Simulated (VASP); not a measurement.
# In in VASP: further runs

The runs below take In through relaxation of the atoms, with RPBE, PBE+D3.

Program: VASP 6.6.1. These are calculated values, not measurements. Logs are shortened: lines on timing, memory, paths and dates and some standing lists are left out, and cuts for length are marked.

### Step 1. The undisturbed slab

The cell holds a slab with vacuum, 5 atoms: a = 3.335 Å, b = 3.335 Å, c = 26.018 Å, α = 90.00°, β = 90.00°, γ = 120.00°.

The slab is cut from a database's or a generator's crystal, which needn't be the stable form of the element.

### Step 2. Relaxation of the atoms, RPBE (the (0 0 1) slab of In, cut from the database cell, not relaxed)

The input, INCAR:

```
SYSTEM = In
  ALGO = Normal
  DIPOL = 0.5 0.5 0.500
  EDIFF = 1E-6
  EDIFFG = -0.02
  ENCUT = 520
  GGA = RP
  IBRION = 2
  IDIPOL = 3
  ISIF = 2
  ISMEAR = 0
  LASPH = .True.
  LCHARG = .False.
  LDIPOL = .True.
  LREAL = .False.
  LWAVE = .False.
  NELM = 100
  NSW = 60
  PREC = Accurate
  SIGMA = 0.05
```

The input, KPOINTS:

```
k-points
0
Gamma
  9 9 1
  0 0 0
```

The input, POSCAR:

```
In
1.0
    3.3354847820      0.0000000000      0.0000000000
   -1.6677423910      2.8886145552      0.0000000000
    0.0000000000      0.0000000000     26.0182858400
In
5
Selective dynamics
Direct
    0.6666666700      0.3333333400      0.2882588056  F F F
    0.3333333300      0.6666666600      0.3941294028  F F F
    0.6666666700      0.3333333400      0.5000000000  T T T
    0.3333333300      0.6666666600      0.6058705972  T T T
    0.6666666700      0.3333333400      0.7117411944  T T T
```

Potentials or basis: VASP PAW PBE potentials, release 64 (In_d).

Command:

```sh
cat potpaw_PBE.64/In_d/POTCAR > POTCAR
mpirun -np 1 vasp_std > vasp.out
```

OUTCAR:

```text
SYSTEM = In
   EDIFF = 1E-6
   EDIFFG = -0.02
   ENCUT = 520
   GGA = RP
   IBRION = 2
   ISIF = 2
   ISMEAR = 0
   LASPH = .True.
   LREAL = .False.
   NELM = 100
   NSW = 60
   PREC = Accurate

 ion  position               nearest neighbor table
   1  0.667  0.333  0.288-   2 3.36   2 3.36   2 3.36
   2  0.333  0.667  0.394-   1 3.36   1 3.36   3 3.36   3 3.36   1 3.36   3 3.36
   3  0.667  0.333  0.500-   2 3.36   4 3.36   2 3.36   4 3.36   2 3.36   4 3.36
   4  0.333  0.667  0.606-   5 3.36   5 3.36   3 3.36   3 3.36   5 3.36   3 3.36
   5  0.667  0.333  0.712-   4 3.36   4 3.36   4 3.36

  LATTYP: Found a hexagonal cell.
 ALAT       =     3.3354847820
 C/A-ratio  =     7.8004510710

  Lattice vectors:

 A1 = (   3.3354847820,   0.0000000000,   0.0000000000)
 A2 = (  -1.6677423910,   2.8886145552,   0.0000000000)
 A3 = (   0.0000000000,   0.0000000000,  26.0182858400)

Analysis of symmetry for initial positions (statically):
=====================================================================
 Subroutine PRICEL returns:
 Original cell was already a primitive cell.

 Routine SETGRP: Setting up the symmetry group for a
 hexagonal supercell.

 Subroutine GETGRP returns: Found 12 space group operations
 (whereof 12 operations were pure point group operations)
 out of a pool of 24 trial point group operations.

The static configuration has the point symmetry D_3h.

Analysis of symmetry for dynamics (positions and initial velocities):
=====================================================================
 Subroutine PRICEL returns:
 Original cell was already a primitive cell.

 Routine SETGRP: Setting up the symmetry group for a
 hexagonal supercell.

 Subroutine GETGRP returns: Found 12 space group operations
 (whereof 12 operations were pure point group operations)
 out of a pool of 24 trial point group operations.

The dynamic configuration has the point symmetry D_3h.

Analysis of constrained symmetry for selective dynamics:
=====================================================================
 Subroutine PRICEL returns:
 Original cell was already a primitive cell.

 Routine SETGRP: Setting up the symmetry group for a
 hexagonal supercell.

 Subroutine GETGRP returns: Found  6 space group operations
 (whereof  6 operations were pure point group operations)
 out of a pool of 24 trial point group operations.

The constrained configuration has the point symmetry C_3v.

 Subroutine INISYM returns: Found  6 space group operations
 (whereof  6 operations are pure point group operations),
 and found     1 'primitive' translations

----------------------------------------------------------------------------------------

                                     Primitive cell

  volume of cell :     250.6844

  direct lattice vectors                    reciprocal lattice vectors
     3.335484782  0.000000000  0.000000000     0.299806495  0.173093360  0.000000000
    -1.667742391  2.888614555  0.000000000     0.000000000  0.346186721  0.000000000
     0.000000000  0.000000000 26.018285840     0.000000000  0.000000000  0.038434507

  length of vectors
     3.335484782  3.335484782 26.018285840     0.346186721  0.346186721  0.038434507

  position of ions in fractional coordinates (direct lattice)
     0.666666670  0.333333340  0.288258806
     0.333333330  0.666666660  0.394129403
     0.666666670  0.333333340  0.500000000
     0.333333330  0.666666660  0.605870597
     0.666666670  0.333333340  0.711741194

  ion indices of the primitive-cell ions
   primitive index   ion index
                 1           1
                 2           2
                 3           3
                 4           4
                 5           5

----------------------------------------------------------------------------------------

 KPOINTS: k-points

Automatic generation of k-mesh.
 Grid dimensions read from file:
 generate k-points for:    9    9    1

 Generating k-lattice:

  Cartesian coordinates                     Fractional coordinates (reciprocal lattice)
     0.033311833  0.019232596  0.000000000     0.111111111  0.000000000  0.000000000
     0.000000000  0.038465191  0.000000000     0.000000000  0.111111111  0.000000000
     0.000000000  0.000000000  0.038434507     0.000000000  0.000000000  1.000000000

  Length of vectors
     0.038465191  0.038465191  0.038434507

  Shift w.r.t. Gamma in fractional coordinates (k-lattice)
     0.000000000  0.000000000  0.000000000

 Subroutine IBZKPT returns following result:
 ===========================================

 Found     12 irreducible k-points:

 Following reciprocal coordinates:
            Coordinates               Weight
  0.000000  0.000000  0.000000      1.000000
  0.111111  0.000000  0.000000      6.000000
  0.222222  0.000000  0.000000      6.000000
  0.333333  0.000000  0.000000      6.000000
  0.444444  0.000000  0.000000      6.000000
  0.111111  0.111111  0.000000      6.000000
  0.222222  0.111111  0.000000     12.000000
  0.333333  0.111111  0.000000     12.000000
  0.444444  0.111111  0.000000      6.000000
  0.222222  0.222222  0.000000      6.000000
  0.333333  0.222222  0.000000     12.000000
  0.333333  0.333333  0.000000      2.000000
   k-points           NKPTS =     12   k-points in BZ     NKDIM =     12   number of bands    NBANDS=     39
   number of dos      NEDOS =    301   number of ions     NIONS =      5
   total plane-waves  NPLWV = 153664
   dimension x,y,z NGX =    28 NGY =   28 NGZ =  196
   dimension x,y,z NGXF=    56 NGYF=   56 NGZF=  392
   ions per type =               5
   NGX,Y,Z   is equivalent  to a cutoff of  13.96, 13.96, 12.52 a.u.
   NGXF,Y,Z  is equivalent  to a cutoff of  27.91, 27.91, 25.05 a.u.
 SYSTEM =  In
   PREC   = accura    normal or accurate (medium, high low for compatibility)
   ISTART =      0    job   : 0-new  1-cont  2-samecut
   ICHARG =      2    charge: 1-file 2-atom 10-const
   ISPIN  =      1    spin polarized calculation?
   LNONCOLLINEAR =      F non collinear calculations
   LSORBIT =      F    spin-orbit coupling
   LASPH  =      T    aspherical Exc in radial PAW
   ENCUT  =  520.0 eV  38.22 Ry    6.18 a.u.   6.20  6.20 48.38*2*pi/ulx,y,z
   NELM   =    100;   NELMIN=  2; NELMDL= -5     # of ELM steps
   EDIFF  = 0.1E-05   stopping-criterion for ELM
   LREAL  =      F    real-space projection
   EDIFFG = -.2E-01   stopping-criterion for IOM
   NSW    =     60    number of steps for IOM
   IBRION =      2    ionic relax: 0-MD 1-quasi-New 2-CG
   NFREE  =      1    steps in history (QN), initial steepest desc. (CG)
   ISIF   =      2    stress and relaxation
   ISYM   =      2    0-nonsym 1-usesym 2-fastsym
   POTIM  = 0.5000    time-step for ionic-motion
   TEBEG  =    0.0;   TEEND  =   0.0 temperature during run
   PSTRESS=    0.0 pullay stress
   NELECT =      65.0000    total number of electrons
   NUPDOWN=      -1.0000    fix difference up-down
   EMIN   =  10.00;   EMAX   =-10.00  energy-range for DOS
   EFERMI =   0.00;   METHOD = LEGACY
   ISMEAR =     0;   SIGMA  =   0.05  broadening in eV -4-tet -1-fermi 0-gaus
   EFERMI_NEDOS =   21; number of points for ismear=-14 and -15
   IALGO  =     38    algorithm
   IMIX   =      4    mixing-type and parameters
     AMIX     =   0.40;   BMIX     =  1.00
     AMIX_MAG =   1.60;   BMIX_MAG =  1.00
  volume/ion in A,a.u.               =      50.14       338.34
  Fermi-wavevector in a.u.,A,eV,Ry     =   1.043927  1.972736 14.827411  1.089784
  Thomas-Fermi vector in A             =   2.178658
   LORBIT       =      0    0 simple, 1 ext, 2 COOP (PROOUT), +10 PAW based schemes
   GGA     = RP    functional components
   LHFCALC =     F    Hartree Fock is set to
   AEXX    =    0.0000 exact exchange contribution
   IVDW    =     0    specifies the selected vdW correction
   LEPSILON=     F    determine dielectric tensor
   LRPA    =     F    only Hartree local field effects (RPA)
 conjugate gradient relaxation of ions
 non-spin polarized calculation
 Gauss-broadening in eV      SIGMA  =   0.05
  energy-cutoff  :      520.00
  volume of cell :      250.68
 maximum number of plane-waves:      6793
 NGX is ok and might be reduce to    28
   NGX = 13   NGY = 13   NGZ = 97

--------------------------------------- Ionic step        1  -------------------------------------------

 number of electron      65.0000015 magnetization

 Free energy of the ion-electron system (eV)
  ---------------------------------------------------
  ext. energy  EPLUGINS =         0.00000000
  ---------------------------------------------------
  free energy    TOTEN  =       -10.59947979 eV

  energy without entropy =      -10.59208939  energy(sigma->0) =      -10.59578459

------------------------ aborting loop because EDIFF is reached ----------------------------------------

  FORCE on cell =-STRESS in cart. coord.  units (eV):
  Direction    XX          YY          ZZ          XY          YZ          ZX
  --------------------------------------------------------------------------------------
  -------------------------------------------------------------------------------------
  Total        1.6847275      1.6847275      2.5222643      0.0000000      0.0000000     -0.0000000
  in kB       10.7674538     10.7674538     16.1203304      0.0000000      0.0000000     -0.0000000
  external PRESSURE =      12.5517460 kB  Pullay stress =       0.0000000 kB
[... 98 lines left out ...]
  FREE ENERGIE OF THE ION-ELECTRON SYSTEM (eV)
  ---------------------------------------------------
  free  energy   TOTEN  =       -10.6086269751 eV

  energy  without entropy=      -10.6011647080  energy(sigma->0) =      -10.60489584

 vacuum level on the upper side and lower side of the slab       (xc-potential included)        -0.252        -0.177

[... ionic steps 4 to 15 ...]

--------------------------------------- Ionic step       16  -------------------------------------------

 number of electron      65.0000010 magnetization

------------------------ aborting loop because EDIFF is reached ----------------------------------------

  FORCE on cell =-STRESS in cart. coord.  units (eV):
  Direction    XX          YY          ZZ          XY          YZ          ZX
  --------------------------------------------------------------------------------------
  -------------------------------------------------------------------------------------
  Total        0.2753045      0.2753045      0.6755194      0.0000000      0.0000000      0.0000000
  in kB        1.7595301      1.7595301      4.3173887      0.0000000      0.0000000      0.0000000
  external PRESSURE =       2.6121496 kB  Pullay stress =       0.0000000 kB
[... 59 lines left out ...]
  FREE ENERGIE OF THE ION-ELECTRON SYSTEM (eV)
  ---------------------------------------------------
  free  energy   TOTEN  =       -10.6977251250 eV

  energy  without entropy=      -10.6931445541  energy(sigma->0) =      -10.69543484

 dipolmoment           0.000000      0.000000      0.000542 electrons x Angstroem

--------------------------------------- Ionic step       18  -------------------------------------------

 number of electron      65.0000011 magnetization

 dipolmoment           0.000000      0.000000     -0.002437 electrons x Angstroem

 Free energy of the ion-electron system (eV)
  ---------------------------------------------------
  ext. energy  EPLUGINS =         0.00000000
  ---------------------------------------------------
  free energy    TOTEN  =       -10.69806343 eV

  energy without entropy =      -10.69348414  energy(sigma->0) =      -10.69577378

 E-fermi :   2.2783     XC(G=0):  -6.0486

 val. band max:        2.1996814303   @ k =   0.3333   0.0000   0.0000
 cond. band min:       2.2872672426   @ k =   0.3333   0.3333   0.0000
 fundamental gap:      0.0875858123
 Fermi energy:         2.2783107601

 k-point     1 :       0.0000    0.0000    0.0000
  band No.  band energies     occupation
      1     -12.5175      2.00000
      2     -12.5138      2.00000
      3     -12.4598      2.00000
      4     -12.4598      2.00000
      5     -12.4559      2.00000
      6     -12.4519      2.00000
[... 493 lines left out ...]
     38       2.9972      0.00000
     39       3.3473      0.00000

------------------------ aborting loop because EDIFF is reached ----------------------------------------

 vacuum level on the upper side and lower side of the slab       (xc-potential included)        -0.036         0.011

  FORCE on cell =-STRESS in cart. coord.  units (eV):
  Direction    XX          YY          ZZ          XY          YZ          ZX
  --------------------------------------------------------------------------------------
  -------------------------------------------------------------------------------------
  Total        0.3597984      0.3597984      0.8014878      0.0000000      0.0000000      0.0000000
  in kB        2.2995482      2.2995482      5.1224799      0.0000000      0.0000000      0.0000000
  external PRESSURE =       3.2405254 kB  Pullay stress =       0.0000000 kB

 VOLUME and BASIS-vectors are now :
 -----------------------------------------------------------------------------
  energy-cutoff  :      520.00
  volume of cell :      250.68
      direct lattice vectors                 reciprocal lattice vectors
     3.335484782  0.000000000  0.000000000     0.299806495  0.173093360  0.000000000
    -1.667742391  2.888614555  0.000000000     0.000000000  0.346186721  0.000000000
     0.000000000  0.000000000 26.018285840     0.000000000  0.000000000  0.038434507
[... 11 lines left out ...]
  FREE ENERGIE OF THE ION-ELECTRON SYSTEM (eV)
  ---------------------------------------------------
  free  energy   TOTEN  =       -10.6980634275 eV

  energy  without entropy=      -10.6934841384  energy(sigma->0) =      -10.69577378

 reached required accuracy - stopping structural energy minimisation

 vacuum level on the upper side and lower side of the slab         5.945         5.991
```

Run time: 37 min. Hardware: 1 thread of Intel Xeon Platinum 8259CL at 2.50GHz (Skylake/Cascade Lake), shared host; peak memory 0.44 GiB.

What came out:

```yaml
Free_energy: -10.6981 eV
Energy_gained_by_relaxing: 19.7 meV/atom
Ionic_steps: 18
Band_gap_on_the_k_mesh: none (metal or under the smearing width)
```

The path:
```csv
step,energy change (eV),largest force (eV/Å),pressure (GPa)
1,0.0000,0.2392,1.26
2,-0.0026,0.2373,1.26
3,-0.0091,0.2364,1.18
4,-0.0161,0.2354,1.08
5,-0.0205,0.2339,1.06
6,-0.0311,0.2299,0.99
7,-0.0440,0.2377,0.79
8,-0.0419,0.4568,0.60
9,-0.0478,0.3336,0.69
10,-0.0529,0.3268,0.65
11,-0.0659,0.3042,0.55
12,-0.0803,0.2400,0.34
13,-0.0820,0.2097,0.25
14,-0.0883,0.2088,0.27
15,-0.0976,0.2298,0.25
16,-0.0982,0.2384,0.26
17,-0.0982,0.2397,0.30
18,-0.0986,0.2379,0.32
```

Final structure:
```
CELL_PARAMETERS angstrom
3.33548 0.00000 0.00000
-1.66774 2.88861 0.00000
0.00000 0.00000 26.01829
ATOMIC_POSITIONS crystal
In 0.66667 0.33333 0.28826
In 0.33333 0.66667 0.39413
In 0.66667 0.33333 0.50709
In 0.33333 0.66667 0.62303
In 0.66667 0.33333 0.73537
```

Caveat: the PAW data sets were made with another functional, which shifts forces and pressure a little.

(Part 1 of 2 ends here.)
